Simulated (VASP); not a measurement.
# ZnS (F-43m) in VASP: notebook

One crystal, ZnS, is run at these levels: PBE; tasks: single point, relaxation of cell and atoms, relaxation of the atoms.

All numbers are computed with VASP 6.6.1; they aren't measurements. Logs are shortened: lines on timing, memory, paths and dates and some standing lists are left out, and cuts for length are marked.

**Measured values to compare with.**

From “Electronic, vibrational, and thermodynamic properties of ZnS (zincblende and rocksalt structure)”, 2009, arxiv:0911.5022, for a bulk crystal of ZnS at 19 K: band gap 3.85 eV (direct).

How close the calculation comes is told below.

**1. Starting point**

It takes space group F-43m (No. 216, cubic). Conventional cell: a = 5.404 Å, b = 5.404 Å, c = 5.404 Å, α = 90.00°, β = 90.00°, γ = 90.00°. Zn (site symmetry -43m) is surrounded by 4 S at 2.34 Å. Around S (site symmetry -43m) lie 4 Zn at 2.34 Å.

**2. Single point, PBE**

The input, INCAR:

```
SYSTEM = ZnS
ALGO = Normal
EDIFF = 1E-7
ENCUT = 520
GGA = PE
ISIF = 2
ISMEAR = 0
KPAR = 4
LASPH = .True.
LCHARG = .False.
LREAL = .False.
LWAVE = .False.
NBANDS = 16
NELM = 80
PREC = Accurate
SIGMA = 0.03
```

The input, KPOINTS:

```
k-points
0
Gamma
  6 6 6
  0 0 0
```

The input, POSCAR:

```
ZnS
1.0
    0.0000000000      2.7020000000      2.7020000000
    2.7020000000      0.0000000000      2.7020000000
    2.7020000000      2.7020000000      0.0000000000
Zn S
1 1
Direct
    0.2500000000      0.2500000000      0.2500000000
    0.0000000000      0.0000000000      0.0000000000
```

Potentials or basis: VASP PAW PBE potentials, release 64 (Zn, S).

On the command line:

```sh
$ cat potpaw_PBE.64/Zn/POTCAR potpaw_PBE.64/S/POTCAR > POTCAR
$ mpirun -np 4 vasp_std > vasp.out
```

OUTCAR:

```text
SYSTEM = ZnS
   EDIFF = 1E-7
   ENCUT = 520
   GGA = PE
   ISIF = 2
   ISMEAR = 0
   LASPH = .True.
   LREAL = .False.
   NELM = 80
   PREC = Accurate

 ion  position               nearest neighbor table
   1  0.250  0.250  0.250-   2 2.34   2 2.34   2 2.34   2 2.34
   2  0.000  0.000  0.000-   1 2.34   1 2.34   1 2.34   1 2.34

  LATTYP: Found a face centered cubic cell.
 ALAT       =     5.4040000000

  Lattice vectors:

 A1 = (   0.0000000000,   2.7020000000,   2.7020000000)
 A2 = (   2.7020000000,   0.0000000000,   2.7020000000)
 A3 = (   2.7020000000,   2.7020000000,   0.0000000000)

Analysis of symmetry for initial positions (statically):
=====================================================================
 Subroutine PRICEL returns:
 Original cell was already a primitive cell.

 Routine SETGRP: Setting up the symmetry group for a
 face centered cubic supercell.

 Subroutine GETGRP returns: Found 24 space group operations
 (whereof 24 operations were pure point group operations)
 out of a pool of 48 trial point group operations.

The static configuration has the point symmetry T_d .

Analysis of symmetry for dynamics (positions and initial velocities):
=====================================================================
 Subroutine PRICEL returns:
 Original cell was already a primitive cell.

 Routine SETGRP: Setting up the symmetry group for a
 face centered cubic supercell.

 Subroutine GETGRP returns: Found 24 space group operations
 (whereof 24 operations were pure point group operations)
 out of a pool of 48 trial point group operations.

The dynamic configuration has the point symmetry T_d .

 Subroutine INISYM returns: Found 24 space group operations
 (whereof 24 operations are pure point group operations),
 and found     1 'primitive' translations

----------------------------------------------------------------------------------------

                                     Primitive cell

  volume of cell :      39.4535

  direct lattice vectors                    reciprocal lattice vectors
     0.000000000  2.702000000  2.702000000    -0.185048113  0.185048113  0.185048113
     2.702000000  0.000000000  2.702000000     0.185048113 -0.185048113  0.185048113
     2.702000000  2.702000000  0.000000000     0.185048113  0.185048113 -0.185048113

  length of vectors
     3.821205046  3.821205046  3.821205046     0.320512733  0.320512733  0.320512733

  position of ions in fractional coordinates (direct lattice)
     0.250000000  0.250000000  0.250000000
     0.000000000  0.000000000  0.000000000

  ion indices of the primitive-cell ions
   primitive index   ion index
                 1           1
                 2           2

----------------------------------------------------------------------------------------

 KPOINTS: k-points

Automatic generation of k-mesh.
 Grid dimensions read from file:
 generate k-points for:    6    6    6

 Generating k-lattice:

  Cartesian coordinates                     Fractional coordinates (reciprocal lattice)
    -0.030841352  0.030841352  0.030841352     0.166666667  0.000000000  0.000000000
     0.030841352 -0.030841352  0.030841352     0.000000000  0.166666667  0.000000000
     0.030841352  0.030841352 -0.030841352     0.000000000  0.000000000  0.166666667

  Length of vectors
     0.053418789  0.053418789  0.053418789

  Shift w.r.t. Gamma in fractional coordinates (k-lattice)
     0.000000000  0.000000000  0.000000000

 Subroutine IBZKPT returns following result:
 ===========================================

 Found     16 irreducible k-points:

 Following reciprocal coordinates:
            Coordinates               Weight
  0.000000  0.000000  0.000000      1.000000
  0.166667  0.000000  0.000000      8.000000
  0.333333  0.000000  0.000000      8.000000
  0.500000  0.000000  0.000000      4.000000
  0.166667  0.166667  0.000000      6.000000
  0.333333  0.166667  0.000000     24.000000
[... 8 lines left out ...]
 -0.333333  0.333333  0.166667     24.000000
 -0.333333  0.500000  0.166667     12.000000
   k-points           NKPTS =     16   k-points in BZ     NKDIM =     16   number of bands    NBANDS=     16
   number of dos      NEDOS =    301   number of ions     NIONS =      2
   total plane-waves  NPLWV =  21952
   dimension x,y,z NGX =    28 NGY =   28 NGZ =   28
   dimension x,y,z NGXF=    56 NGYF=   56 NGZF=   56
   ions per type =               1   1
   NGX,Y,Z   is equivalent  to a cutoff of  12.18, 12.18, 12.18 a.u.
   NGXF,Y,Z  is equivalent  to a cutoff of  24.36, 24.36, 24.36 a.u.
 SYSTEM =  ZnS
   PREC   = accura    normal or accurate (medium, high low for compatibility)
   ISTART =      0    job   : 0-new  1-cont  2-samecut
   ICHARG =      2    charge: 1-file 2-atom 10-const
   ISPIN  =      1    spin polarized calculation?
   LNONCOLLINEAR =      F non collinear calculations
   LSORBIT =      F    spin-orbit coupling
   LASPH  =      T    aspherical Exc in radial PAW
   ENCUT  =  520.0 eV  38.22 Ry    6.18 a.u.   7.10  7.10  7.10*2*pi/ulx,y,z
   NELM   =     80;   NELMIN=  2; NELMDL= -5     # of ELM steps
   EDIFF  = 0.1E-06   stopping-criterion for ELM
   LREAL  =      F    real-space projection
   EDIFFG = 0.1E-05   stopping-criterion for IOM
   NSW    =      0    number of steps for IOM
   IBRION =     -1    ionic relax: 0-MD 1-quasi-New 2-CG
   NFREE  =      0    steps in history (QN), initial steepest desc. (CG)
   ISIF   =      2    stress and relaxation
   ISYM   =      2    0-nonsym 1-usesym 2-fastsym
   POTIM  = 0.5000    time-step for ionic-motion
   TEBEG  =    0.0;   TEEND  =   0.0 temperature during run
   PSTRESS=    0.0 pullay stress
   NELECT =      18.0000    total number of electrons
   NUPDOWN=      -1.0000    fix difference up-down
   EMIN   =  10.00;   EMAX   =-10.00  energy-range for DOS
   EFERMI =   0.00;   METHOD = LEGACY
   ISMEAR =     0;   SIGMA  =   0.03  broadening in eV -4-tet -1-fermi 0-gaus
   EFERMI_NEDOS =   21; number of points for ismear=-14 and -15
   IALGO  =     38    algorithm
   IMIX   =      4    mixing-type and parameters
     AMIX     =   0.40;   BMIX     =  1.00
     AMIX_MAG =   1.60;   BMIX_MAG =  1.00
  volume/ion in A,a.u.               =      19.73       133.12
  Fermi-wavevector in a.u.,A,eV,Ry     =   1.260290  2.381602 21.610537  1.588330
  Thomas-Fermi vector in A             =   2.393807
   LORBIT       =      0    0 simple, 1 ext, 2 COOP (PROOUT), +10 PAW based schemes
   GGA     = PE    functional components
   LHFCALC =     F    Hartree Fock is set to
   AEXX    =    0.0000 exact exchange contribution
   IVDW    =     0    specifies the selected vdW correction
   LEPSILON=     F    determine dielectric tensor
   LRPA    =     F    only Hartree local field effects (RPA)
 non-spin polarized calculation
 Gauss-broadening in eV      SIGMA  =   0.03
  energy-cutoff  :      520.00
  volume of cell :       39.45
 maximum number of plane-waves:      1073
   NGX = 15   NGY = 15   NGZ = 15

 number of electron      18.0000000 magnetization

 Free energy of the ion-electron system (eV)
  ---------------------------------------------------
  ext. energy  EPLUGINS =         0.00000000
  ---------------------------------------------------
  free energy    TOTEN  =        -6.84419353 eV

  energy without entropy =       -6.84419353  energy(sigma->0) =       -6.84419353

 E-fermi :   2.2457     XC(G=0):  -9.6290

 val. band max:        2.1090579674   @ k =   0.0000   0.0000   0.0000
 cond. band min:       4.2227711804   @ k =   0.0000   0.0000   0.0000
 fundamental gap:      2.1137132130
 Fermi energy:         2.2456715108

 k-point     1 :       0.0000    0.0000    0.0000
  band No.  band energies     occupation
      1     -11.0311      2.00000
      2      -4.2316      2.00000
      3      -4.2316      2.00000
      4      -4.2316      2.00000
      5      -3.7336      2.00000
      6      -3.7336      2.00000
[... 8 lines left out ...]
     15      13.8709      0.00000
     16      13.9794      0.00000

 k-point     2 :       0.1667    0.0000    0.0000
  band No.  band energies     occupation
      1     -10.8286      2.00000
      2      -4.2243      2.00000
      3      -4.1963      2.00000
      4      -4.1963      2.00000
      5      -3.7355      2.00000
      6      -3.7355      2.00000
[... 8 lines left out ...]
     15      13.0851      0.00000
     16      14.8132      0.00000

 k-point     3 :       0.3333    0.0000    0.0000
  band No.  band energies     occupation
      1     -10.3694      2.00000
      2      -4.1375      2.00000
      3      -4.1375      2.00000
      4      -4.0670      2.00000
      5      -3.7218      2.00000
      6      -3.7218      2.00000
[... 8 lines left out ...]
     15      13.6947      0.00000
     16      13.9766      0.00000

 k-point     4 :       0.5000    0.0000    0.0000
  band No.  band energies     occupation
      1     -10.1037      2.00000
      2      -4.1166      2.00000
      3      -4.1166      2.00000
      4      -3.7032      2.00000
      5      -3.7032      2.00000
      6      -3.5308      2.00000
[... 8 lines left out ...]
     15      15.5165      0.00000
     16      15.5165      0.00000
[... 172 lines left out ...]
 k-point    14 :       0.5000    0.3333    0.1667
  band No.  band energies     occupation
      1     -10.0509      2.00000
      2      -4.1390      2.00000
      3      -4.0522      2.00000
      4      -3.9349      2.00000
      5      -3.7105      2.00000
      6      -3.6583      2.00000
[... 8 lines left out ...]
     15      16.0630      0.00000
     16      16.6794      0.00000

 k-point    15 :      -0.3333    0.3333    0.1667
  band No.  band energies     occupation
      1      -9.8701      2.00000
      2      -4.0985      2.00000
      3      -4.0107      2.00000
      4      -3.7861      2.00000
      5      -3.7435      2.00000
      6      -3.4205      2.00000
[... 8 lines left out ...]
     15      15.8509      0.00000
     16      16.5339      0.00000

 k-point    16 :      -0.3333    0.5000    0.1667
  band No.  band energies     occupation
      1      -9.7872      2.00000
      2      -4.1398      2.00000
      3      -3.9376      2.00000
      4      -3.8499      2.00000
      5      -3.7105      2.00000
      6      -3.3793      2.00000
[... 8 lines left out ...]
     15      16.0175      0.00000
     16      16.9649      0.00000

------------------------ aborting loop because EDIFF is reached ----------------------------------------

  FORCE on cell =-STRESS in cart. coord.  units (eV):
  Direction    XX          YY          ZZ          XY          YZ          ZX
  --------------------------------------------------------------------------------------
  -------------------------------------------------------------------------------------
  Total        0.4381854      0.4381854      0.4381854      0.0000000      0.0000000     -0.0000000
  in kB       17.7943615     17.7943615     17.7943615      0.0000000      0.0000000     -0.0000000
  external PRESSURE =      17.7943615 kB  Pullay stress =       0.0000000 kB

 VOLUME and BASIS-vectors are now :
 -----------------------------------------------------------------------------
  energy-cutoff  :      520.00
  volume of cell :       39.45
      direct lattice vectors                 reciprocal lattice vectors
     0.000000000  2.702000000  2.702000000    -0.185048113  0.185048113  0.185048113
     2.702000000  0.000000000  2.702000000     0.185048113 -0.185048113  0.185048113
     2.702000000  2.702000000  0.000000000     0.185048113  0.185048113 -0.185048113

 POSITION                                       TOTAL-FORCE (eV/Angst)
 -----------------------------------------------------------------------------------
      1.35100      1.35100      1.35100        -0.000000     -0.000000      0.000000
      0.00000      0.00000      0.00000         0.000000      0.000000     -0.000000
 -----------------------------------------------------------------------------------
    total drift:                               -0.000001     -0.000001     -0.000001

  FREE ENERGIE OF THE ION-ELECTRON SYSTEM (eV)
  ---------------------------------------------------
  free  energy   TOTEN  =        -6.8441935254 eV

  energy  without entropy=       -6.8441935254  energy(sigma->0) =       -6.84419353
```

Wall time 4.6 s (4 MPI ranks of Intel Xeon Platinum 8259CL at 2.50GHz (Skylake/Cascade Lake), shared host); peak memory 0.14 GiB.

Results:

* Free energy: -6.8442 eV
* Pressure: 1.8 GPa
* Band gap on the k mesh: 2.11 eV, direct

[end of part 1 of 2]
